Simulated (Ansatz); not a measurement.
# Dielectric response of BeTe (110) films

Aim: the electronic and static ε of zincblende BeTe (110) from films of several thicknesses in a field.

Method: plane-wave DFT, PBE, Ansatz PAW, in the first sound run; inputs show where later runs differ, in Ansatz 0.2.0.

## Step 1: Set-up

The cell holds 10 atoms: 5 Be and 5 Te. Its edges and angles: a = 3.981 Å, b = 5.630 Å, c = 25.962 Å, α = 90.0°, β = 90.0°, γ = 90.0°. It derives from BeTe (zincblende BeTe). Vacuum lies along c.

## Step 2: Relaxation, 10 atoms, units 5

The structure is relaxed first, because levels and dipoles at a surface follow the positions of the outer atoms.

Input file input.yaml:

```yaml
crystal:
  lattice:
    - [3.98101118, 0.0, 0.0]
    - [0.0, 5.63, 0.0]
    - [0.0, 0.0, 25.9620223562]
  atoms:
    - { symbol: Be, position: [0.5, 0.5, 0.3466602053] }
    - { symbol: Te, position: [0.0, 0.75, 0.3466602053] }
    - { symbol: Be, position: [0.0, 0.0, 0.4233301027] }
    - { symbol: Te, position: [0.5, 0.25, 0.4233301027] }
    - { symbol: Be, position: [0.5, 0.5, 0.5] }
    - { symbol: Te, position: [0.0, 0.75, 0.5] }
    - { symbol: Be, position: [0.0, 0.0, 0.5766698973] }
    - { symbol: Te, position: [0.5, 0.25, 0.5766698973] }
    - { symbol: Be, position: [0.5, 0.5, 0.6533397947] }
    - { symbol: Te, position: [0.0, 0.75, 0.6533397947] }
kpoints:
  mp_grid: { grid: [8, 6, 1] }
hamiltonian:
  xc: pbe
scf:
  occupations: { method: fixed }
  convergence: { dr2_threshold: 1.0e-09 }
efield:
  axis: 3
  dipole_correction: true
  ramp_position: 0.97
  ramp_width: 0.06
relax:
  f_tol: 0.003
  max_steps: 100
output:
  write_potential: true
  write_density: true
  volumetric_format: npy
```

Started as:

```bash
ansatz run input.yaml --threads 4 --pin off --max-ram 8192MiB --backend cpu --events-out ev --progress --plain --runs-dir out
```

Numbers of over 12 decimals in the logs are rounded to 6 here.

What it wrote:

```text
Engine: ansatz 0.2.0, aarch64-unknown-linux-gnu
Pseudopotentials: kind: paw
Pseudopotential: Be, paw, valence charge 2, recommended cutoff 420 eV (normal), Be.paw.azcp
Pseudopotential: Te, paw, valence charge 16, recommended cutoff 420 eV (normal), Te.paw.azcp
Functional definition: PBE
  parameter kappa = 0.804
  parameter beta = 0.066725
  exchange = pbe_x(kappa = kappa, mu = beta*pi^2/3)
  correlation = pbe_c(beta = beta)
Crystal: 10 atoms, lattice volume = 581.889 Å³
Basis set: ecut = 420 eV, 11417 PW (Γ), exchange–correlation on 54×80×360 points (8 copies of the dense FFT grid, shifted against one another)
Bands: 55, of which v1, the nominal top of the filled ones, is band 45 counted from 1 (44 counted from 0)
Symmetry: 2 space group operations
k-points: 20 of 48 (time reversal used)
Non-local potential: Be, projectors of the file, l = 0: 2, l = 1: 2, l = 2: 1
Non-local potential: Te, projectors of the file, l = 0: 2, l = 1: 2, l = 2: 2, l = 3: 2
PAW form: soft (Blöchl's): semilocal exchange-correlation on the pseudo side does not see the compensation charge
PAW one-centre angular grid: Be, 110 points (default); XC on 64 Gauss nodes
PAW one-centre angular grid: Te, 590 points (default); XC on 64 Gauss nodes
Initial density: superposition of atomic densities (neutral atoms: chi_scale 0, normalization atom), corrected by the library's trained network
Initial wavefunctions: pseudopotential atomic-orbital guess
Functional: x = pbe(κ = 0.804, μ = 0.219515), c = pbe(β = 0.066725)
SCF iter   1: F=—  HF=-35365.020412 eV  |F-HF|=—  |Δ(HF+E_count)|=         —  Δρ=1.12e-3  dr2=3.15e-2  ethr=1.77e-3  p=0.000 e·Å  D=3.73e-14 V/Å  ΔV_dip=-0.00 eV  dr2_dipole=3.36e-10  V_vac-E_F(+/−)=5.02/5.02 eV  ⟨swp⟩=6.0  Hψ=4103  notcnv=0  defer=154
efield: sawtooth ramp at fractional position 0.9700 (set: `efield.ramp_position`, or a place that a band, a saddle search or an elastic batch's reference lends), width 0.0600; the density the first Hamiltonian is built on has a dipole p = 0.000 e·Å; the dipole correction subtracts the counter field D = 3.73e-14 V/Å, which shifts the + side's vacuum level by -0.00 eV against the − side's; the planar-averaged density in the ramp window peaks in size at 1.1e-6 e/Å³
preconditioner: auto → Resta (q_TF=auto, 1.999 Å⁻¹)  ε∞=2.3  [insulator: Δε(μ)=1.663 eV  Ē_g=8.451 eV  n_scr=84 (ndim 8)  ℏωp=9.7 eV  f_vac=0.562  ε∞_Penn≈2.3  vacuum switching on, ρ_ref=5.2e-3 e/Å³]
SCF iter   2: F=—  HF=-35365.017576 eV  |F-HF|=—  |Δ(HF+E_count)|=   2.84e-3  Δρ=4.84e-4  dr2=3.87e-3  ethr=3.50e-5  p=0.000 e·Å  D=2.90e-6 V/Å  ΔV_dip=-0.00 eV  dr2_dipole=3.56e-10  V_vac-E_F(+/−)=4.89/4.89 eV  ⟨swp⟩=3.4  Hψ=1802  notcnv=0  defer=160
density mixer auto → msr1: gapped (density of states about μ 0.09 of a free-electron gas's, 84 screened modes)
SCF iter   3: F=—  HF=-35365.018071 eV  |F-HF|=—  |Δ(HF+E_count)|=   4.95e-4  Δρ=2.67e-4  dr2=7.85e-4  ethr=4.30e-6  p=0.000 e·Å  D=2.94e-8 V/Å  ΔV_dip=-0.00 eV  dr2_dipole=1.07e-13  V_vac-E_F(+/−)=4.91/4.91 eV  ⟨swp⟩=3.0  Hψ=1357  notcnv=0  defer=160
SCF iter   4: F=—  HF=-35365.018545 eV  |F-HF|=—  |Δ(HF+E_count)|=   4.74e-4  Δρ=1.35e-4  dr2=2.31e-4  ethr=8.73e-7  p=-0.000 e·Å  D=-7.96e-8 V/Å  ΔV_dip=0.00 eV  dr2_dipole=1.11e-13  V_vac-E_F(+/−)=4.89/4.89 eV  ⟨swp⟩=2.0  Hψ=1299  notcnv=0  defer=160
SCF iter   5: F=—  HF=-35365.018664 eV  |F-HF|=—  |Δ(HF+E_count)|=   1.19e-4  Δρ=3.83e-5  dr2=1.55e-5  ethr=2.56e-7  p=0.000 e·Å  D=1.75e-8 V/Å  ΔV_dip=-0.00 eV  dr2_dipole=1.81e-12  V_vac-E_F(+/−)=4.88/4.88 eV  ⟨swp⟩=2.0  Hψ=1411  notcnv=0  defer=159
SCF iter   6: F=—  HF=-35365.018678 eV  |F-HF|=—  |Δ(HF+E_count)|=   1.40e-5  Δρ=7.40e-6  dr2=6.53e-7  ethr=1.72e-8  p=-0.000 e·Å  D=-4.91e-7 V/Å  ΔV_dip=0.00 eV  dr2_dipole=2.53e-11  V_vac-E_F(+/−)=4.88/4.88 eV  ⟨swp⟩=2.0  Hψ=1421  notcnv=0  defer=145
SCF iter   7: F=—  HF=-35365.018693 eV  |F-HF|=—  |Δ(HF+E_count)|=   1.54e-5  Δρ=1.94e-6  dr2=3.58e-8  ethr=7.26e-10  p=0.000 e·Å  D=6.75e-7 V/Å  ΔV_dip=-0.00 eV  dr2_dipole=4.76e-11  V_vac-E_F(+/−)=4.88/4.88 eV  ⟨swp⟩=2.3  Hψ=1723  notcnv=0  defer=130
SCF iter   8: F=—  HF=-35365.018693 eV  |F-HF|=—  |Δ(HF+E_count)|=   3.98e-8  Δρ=5.64e-7  dr2=3.33e-9  ethr=3.97e-11  p=-0.000 e·Å  D=-1.37e-6 V/Å  ΔV_dip=0.00 eV  dr2_dipole=1.98e-10  V_vac-E_F(+/−)=4.88/4.88 eV  ⟨swp⟩=3.0  Hψ=2147  notcnv=0  defer=130
SCF iter   9: F=—  HF=-35365.018693 eV  |F-HF|=—  |Δ(HF+E_count)|=   4.76e-9  Δρ=2.15e-7  dr2=1.65e-9  ethr=1.11e-12  p=0.000 e·Å  D=2.55e-6 V/Å  ΔV_dip=-0.00 eV  dr2_dipole=7.06e-10  V_vac-E_F(+/−)=4.88/4.88 eV  ⟨swp⟩=9.3  Hψ=6085  notcnv=0
SCF iter  10: F=-35365.018693 eV  HF=-35365.018693 eV  |F-HF|=4.00e-10  |Δ(HF+E_count)|=  1.46e-11  Δρ=1.10e-7  dr2=4.64e-10  ethr=1.11e-12  p=-0.000 e·Å  D=-1.38e-6 V/Å  ΔV_dip=0.00 eV  dr2_dipole=2.09e-10  V_vac-E_F(+/−)=4.88/4.88 eV  ⟨swp⟩=9.4  Hψ=5993  notcnv=0
SCF 1 converged in 10 iterations: F = -35365.018693 eV  dr2 = 4.64e-10
  greatest PAW one-centre occupation: 0.998 electrons in one spin orbital (limit 2), on the Te atom at site 5 (counted from 0), in its partial waves of l = 2
relax step   1: F+E_penalty+E_count = -35365.01869342 eV  Δ(F+E_penalty+E_count) = +0.000e0 eV  max|allowed force component| = 1.247e0 eV/Å  Δτ_max = 0.0000 Å  (10 SCF iters, accepted)
Initial density: handed on by an earlier stage of this run
Initial wavefunctions: those handed on with the density
iter 1 solved again at ethr=1.02e-4 eV; its pass at ethr=3.10e-3 eV (dr2=9.14e-2 eV) is discarded
SCF iter   1: F=—  HF=-35365.687869 eV  |F-HF|=—  |Δ(HF+E_count)|=         —  Δρ=3.24e-3  dr2=9.17e-2  ethr=1.02e-4  p=-0.000 e·Å  D=-1.38e-6 V/Å  ΔV_dip=0.00 eV  dr2_dipole=1.33e-10  V_vac-E_F(+/−)=4.98/4.98 eV  ⟨swp⟩=1.9  Hψ=4270  notcnv=0  defer=158
efield: sawtooth ramp at fractional position 0.9700 (set: `efield.ramp_position`, or a place that a band, a saddle search or an elastic batch's reference lends), width 0.0600; the density the first Hamiltonian is built on has a dipole p = -0.000 e·Å; the dipole correction subtracts the counter field D = -1.38e-6 V/Å, which shifts the + side's vacuum level by +0.00 eV against the − side's; the planar-averaged density in the ramp window peaks in size at 4.6e-7 e/Å³
preconditioner: auto → Resta (q_TF=auto, 1.999 Å⁻¹)  ε∞=2.3  [insulator: Δε(μ)=1.933 eV  Ē_g=8.486 eV  n_scr=84 (ndim 8)  ℏωp=9.7 eV  f_vac=0.569  ε∞_Penn≈2.3  vacuum switching on, ρ_ref=5.2e-3 e/Å³]
[...]
greatest PAW one-centre occupation: 0.998 electrons in one spin orbital (limit 2), on the Te atom at site 3 (counted from 0), in its partial waves of l = 2
relax step   3: F+E_penalty+E_count = -35366.01717042 eV  Δ(F+E_penalty+E_count) = -2.801e-1 eV  max|allowed force component| = 2.759e-1 eV/Å  Δτ_max = 0.1984 Å  (10 SCF iters, accepted)
[...]
relax step   4: F+E_penalty+E_count = -35366.07357659 eV  Δ(F+E_penalty+E_count) = -5.641e-2 eV  max|allowed force component| = 6.744e-2 eV/Å  Δτ_max = 0.1490 Å  (10 SCF iters, accepted)
[...]
relax step   5: F+E_penalty+E_count = -35366.07444298 eV  Δ(F+E_penalty+E_count) = -8.664e-4 eV  max|allowed force component| = 4.200e-2 eV/Å  Δτ_max = 0.0233 Å  (7 SCF iters, accepted)
SCF iter   1: F=—  HF=-35366.074904 eV  |F-HF|=—  |Δ(HF+E_count)|=         —  Δρ=1.43e-4  dr2=1.28e-4  ethr=1.14e-6  p=0.000 e·Å  D=2.53e-8 V/Å  ΔV_dip=-0.00 eV  dr2_dipole=3.02e-14  V_vac-E_F(+/−)=5.25/5.25 eV  ⟨swp⟩=4.0  Hψ=2226  notcnv=0  defer=160
efield: sawtooth ramp at fractional position 0.9700 (set: `efield.ramp_position`, or a place that a band, a saddle search or an elastic batch's reference lends), width 0.0600; the density the first Hamiltonian is built on has a dipole p = 0.000 e·Å; the dipole correction subtracts the counter field D = 2.53e-8 V/Å, which shifts the + side's vacuum level by -0.00 eV against the − side's; the planar-averaged density in the ramp window peaks in size at 2.4e-6 e/Å³
preconditioner: auto → Resta (q_TF=auto, 1.999 Å⁻¹)  ε∞=2.3  [insulator: Δε(μ)=1.575 eV  Ē_g=8.516 eV  n_scr=84 (ndim 8)  ℏωp=9.7 eV  f_vac=0.569  ε∞_Penn≈2.3  vacuum switching on, ρ_ref=5.3e-3 e/Å³]
SCF iter   2: F=—  HF=-35366.074893 eV  |F-HF|=—  |Δ(HF+E_count)|=   1.12e-5  Δρ=7.25e-5  dr2=2.64e-5  ethr=1.42e-7  p=0.000 e·Å  D=5.18e-8 V/Å  ΔV_dip=-0.00 eV  dr2_dipole=6.14e-13  V_vac-E_F(+/−)=5.25/5.25 eV  ⟨swp⟩=2.1  Hψ=1630  notcnv=0  defer=157  κ⁻¹=1.0e0(r=1)
density mixer auto → broyden: gapped, where msr1 would fit the directions that read negative (density of states about μ 0.03 of a free-electron gas's, 84 screened modes)
SCF iter   3: F=—  HF=-35366.074896 eV  |F-HF|=—  |Δ(HF+E_count)|=   3.01e-6  Δρ=3.28e-5  dr2=5.17e-6  ethr=2.93e-8  p=-0.000 e·Å  D=-1.11e-7 V/Å  ΔV_dip=0.00 eV  dr2_dipole=9.14e-13  V_vac-E_F(+/−)=5.25/5.25 eV  ⟨swp⟩=2.0  Hψ=1339  notcnv=0  defer=122  κ⁻¹=2.0e-1(r=2)
SCF iter   4: F=—  HF=-35366.074911 eV  |F-HF|=—  |Δ(HF+E_count)|=   1.47e-5  Δρ=8.06e-6  dr2=3.57e-7  ethr=5.74e-9  p=0.000 e·Å  D=6.36e-8 V/Å  ΔV_dip=-0.00 eV  dr2_dipole=3.57e-13  V_vac-E_F(+/−)=5.25/5.25 eV  ⟨swp⟩=2.0  Hψ=1384  notcnv=0  defer=63  κ⁻¹=1.3e-2(r=3)
SCF iter   5: F=—  HF=-35366.074911 eV  |F-HF|=—  |Δ(HF+E_count)|=   2.47e-7  Δρ=2.65e-6  dr2=5.32e-8  ethr=3.97e-10  p=-0.000 e·Å  D=-5.62e-8 V/Å  ΔV_dip=0.00 eV  dr2_dipole=3.02e-13  V_vac-E_F(+/−)=5.25/5.25 eV  ⟨swp⟩=2.0  Hψ=1397  notcnv=0  defer=63  κ⁻¹=6.7e-4(r=4)
SCF iter   6: F=—  HF=-35366.074911 eV  |F-HF|=—  |Δ(HF+E_count)|=   4.32e-8  Δρ=5.44e-7  dr2=1.83e-9  ethr=5.91e-11  p=0.000 e·Å  D=1.11e-7 V/Å  ΔV_dip=-0.00 eV  dr2_dipole=1.06e-12  V_vac-E_F(+/−)=5.25/5.25 eV  ⟨swp⟩=2.0  Hψ=1439  notcnv=0  defer=63  κ⁻¹=2.9e-5(r=5)
SCF iter   7: F=-35366.074911 eV  HF=-35366.074911 eV  |F-HF|=4.95e-10  |Δ(HF+E_count)|=   3.29e-9  Δρ=2.21e-7  dr2=2.39e-10  ethr=1.11e-12  p=-0.000 e·Å  D=-1.41e-7 V/Å  ΔV_dip=0.00 eV  dr2_dipole=1.81e-12  V_vac-E_F(+/−)=5.25/5.25 eV  ⟨swp⟩=7.9  Hψ=5657  notcnv=0
SCF 6 converged in 7 iterations: F = -35366.074911 eV  dr2 = 2.39e-10
relax step   6: F+E_penalty+E_count = -35366.07491103 eV  Δ(F+E_penalty+E_count) = -4.680e-4 eV  max|allowed force component| = 2.552e-3 eV/Å  Δτ_max = 0.0104 Å  (7 SCF iters, accepted)
NSCF: frozen V_eff on 20 k-points
the band table was solved once a step of the walk had ended and its energy, with any forces and stress, was formed, with the checks that follow a solve (6315 applications of the Hamiltonian). They found nothing against the state; the energy, forces and stress were not computed again (output.eigenvalues in the input reference)
WARN: The output density's exchange-correlation potential varies sharply where the density is thin. Do not read a vacuum level from v_tot or v_xc, or from such a field of the output density. On a cell that repeats whose density bears no net charge and no dipole along the vacuum's axis use v_es (v_loc + v_h of the components); under efield.dipole_correction with no amplitude use v_es + v_field, which holds any externa [...]
SCF converged after 7 iterations
Stability not checked: this state was not tested for a lower state beside it, because the mixer in use, unlike msr1, does not test its closes by its own steps (another_mixer; see scf.mixing.algorithm and scf.lower_state_search)
Free energy (F): -35366.074911 eV
Harris-Foulkes:  -35366.074911 eV  (|F-HF|=4.95e-10)
Internal energy: -35366.074911 eV  (E = F + TS)
E sigma→0 (E₀):  -35366.074911 eV
Fermi energy:    -0.436270 eV
Dipole field:    D = 0.000001 V/Å  (p = 0.000003 e·Å, saw-weighted, corrected)
Work function:   Φ+ = 5.2488 eV   Φ− = 5.2488 eV
Levels:          The Fermi level and band energies are counted from a zero that moves with the ramp; work functions are not
--- Per-component energies (eV) ---
  E_band       = -2019.774708
  E_kinetic    = 993.881261
  E_local      = -60007.037469  (includes V_loc(G=0)·N_el)
  E_nonlocal   = -1525.251460
  E_hartree    = 30524.518545
  E_xc         = -714.211963
  E_vxc        = -616.955108  (∫ρ·V_xc dr)
  E_paw        = -23613.232697  (= ΣΔE_a)
  E_vpaw       = -1913.448070  (= ΣTr[D̂ρ^β])
  E_aug_tail   = -0.000970  (compensation charges beyond the density's cutoff)
  E_efield     = 0.000000  (sawtooth field / dipole correction)
  E_vefield    = 0.000000  (∫n·V_field dr)
  E_ewald      = 18975.259841
  E_smearing   = -0.000000  (= −TS)
  E_closure    = 0.000000  (closes the sum)
  Σ components = -35366.074911   (vs F -35366.074911, Δ=0.00e0)
--- Forces (eV/Å), atoms counted from 1 ---
  atom   1  Be     0.00000000    -0.00255057     0.00159380
  atom   2  Te     0.00000000     0.00055937    -0.00085465
  atom   3  Be     0.00000000     0.00063203    -0.00035407
  atom   4  Te     0.00000000    -0.00008990    -0.00169564
  atom   5  Be     0.00000000     0.00238694     0.00000056
  atom   6  Te     0.00000000     0.00052109    -0.00000085
  atom   7  Be     0.00000000     0.00063219     0.00035515
  atom   8  Te     0.00000000    -0.00009019     0.00169450
  atom   9  Be     0.00000000    -0.00254981    -0.00159337
  atom  10  Te     0.00000000     0.00055959     0.00085409
  max |Σ_I F_I| component: 1.07e-5 eV/Å
--- Band table (eV; the first three rows and the last of 20) ---
  k-point 0: bands = [... 41 lower, -1.0976, -0.8401, -0.8319, -0.4363, 1.8577, 2.5747, 2.5802, 3.1205, ... 6 higher]
  k-point 1: bands = [... 41 lower, -1.0849, -0.9525, -0.9175, -0.6943, 1.9236, 2.6305, 2.7073, 2.9996, ... 6 higher]
  k-point 2: bands = [... 41 lower, -1.2827, -1.2559, -1.2425, -0.9263, 2.0533, 2.5909, 2.8030, 3.1637, ... 6 higher]
  k-point 19: bands = [... 41 lower, -2.1286, -1.9125, -1.2937, -1.2696, 1.9684, 2.5776, 3.3739, 3.4862, ... 6 higher]
--- Relaxed structure (6 steps of the walk, 6 accepted, 0 SCFs on fresh bases) ---
  F+E_penalty+E_count = -35366.07491103 eV   max|allowed force component| = 2.552e-3 eV/Å
  atoms:
    - { symbol: Be, position: [0.5, 0.553620, 0.363952] }
    - { symbol: Te, position: [0.0, 0.752583, 0.339145] }
    - { symbol: Be, position: [0.0, -0.021294, 0.420419] }
    - { symbol: Te, position: [0.5, 0.231040, 0.422848] }
    - { symbol: Be, position: [0.5, 0.482266, 0.500000] }
    - { symbol: Te, position: [0.0, 0.735836, 0.500000] }
    - { symbol: Be, position: [0.0, -0.021294, 0.579581] }
    - { symbol: Te, position: [0.5, 0.231040, 0.577152] }
    - { symbol: Be, position: [0.5, 0.553620, 0.636048] }
    - { symbol: Te, position: [0.0, 0.752583, 0.660855] }
```

The job ended after 74 s (4 threads of Arm Neoverse V2, shared host; peak memory 1.2 GiB).

Relaxation path:

```csv
step,energy less that of the first step (eV),largest force component (eV/Å)
1,0.0000,1.2475
2,-0.7183,0.6782
3,-0.9985,0.2759
4,-1.0549,0.0674
5,-1.0557,0.0420
6,-1.0562,0.0026
```

Forces are held to the 2 operations that the run works with; a distortion that breaks them can't arise in this run.

The atoms that moved most (Å):

```csv
atom,dx,dy,dz,length
Be9,0.000,0.302,-0.449,0.541
Be1,0.000,0.302,0.449,0.541
Te2,0.000,0.015,-0.195,0.196
Te10,0.000,0.015,0.195,0.196
Be3,0.000,-0.120,-0.076,0.142
Be7,0.000,-0.120,0.076,0.142
Te4,0.000,-0.107,-0.013,0.107
Te8,0.000,-0.107,0.013,0.107
```

Numbers from this step:

* gap on the k-mesh: 1.573 eV
* dipole along the normal: 2.95e-6 e·Å
* ionisation energy, upper face: 5.249 eV
* electron affinity, upper face: 3.676 eV

Running mean over 1.991 Å of the planar mean; the ramp of the sawtooth is left out. Electron's electrostatic potential energy less the highest filled level against z:

z (Å), electron's electrostatic potential energy less the highest filled level (eV) and a bar from the least value:
```
      3.5       5.25 ##############################
      4.0       5.25 ##############################
      4.5       5.25 ##############################
      5.0       5.25 ##############################
      5.5       5.24 ##############################
      6.0       5.21 ##############################
      6.5       5.09 #############################
      7.0       4.60 ###########################
      7.5       3.61 #######################
      8.0       2.67 ###################
      8.5       1.06 ###########
      9.0      -0.14 ######
      9.5      -0.78 ###
     10.0      -1.50 
     10.5      -1.34 #
     11.0      -1.09 ##
     11.5      -0.93 ###
     12.0      -0.84 ###
     12.5      -0.87 ###
     13.0      -0.90 ###
     13.5      -0.87 ###
     14.0      -0.85 ###
     14.5      -0.94 ###
     15.0      -1.10 ##
     15.5      -1.37 #
     16.0      -1.48 
     16.5      -0.72 ###
     17.0      -0.10 ######
     17.5       1.20 ############
     18.0       2.76 ###################
     18.5       3.68 #######################
     19.0       4.67 ###########################
     19.5       5.11 #############################
     20.0       5.21 ##############################
     20.5       5.24 ##############################
     21.0       5.25 ##############################
     21.5       5.25 ##############################
     22.0       5.25 ##############################
     22.5       5.25 ##############################
```

The relaxation took 6 steps and lowered the energy by 1.1 eV; the largest force on the free atoms ends at 0.0026 eV/Å.

The gap is 1.57 eV, with the valence edge 5.25 eV and the conduction edge 3.68 eV under the upper vacuum level.

[end of part 1 of 5]

[Logs are printed without paths, hosts, clocks, repeated set-up lines and the standing remarks that a program may print on its own settings, such as how far it seeks lower states.]

[Hosts, paths, dates, database ids (printed as entryN), source tags and the programs' standing remarks are cut or masked in the printed files.]

[Maps of the electrostatic potential energy from Ansatz leave out the sawtooth potential of an applied field or a dipole correction, so their vacuum need not be flat; planar profiles and work functions include it.]
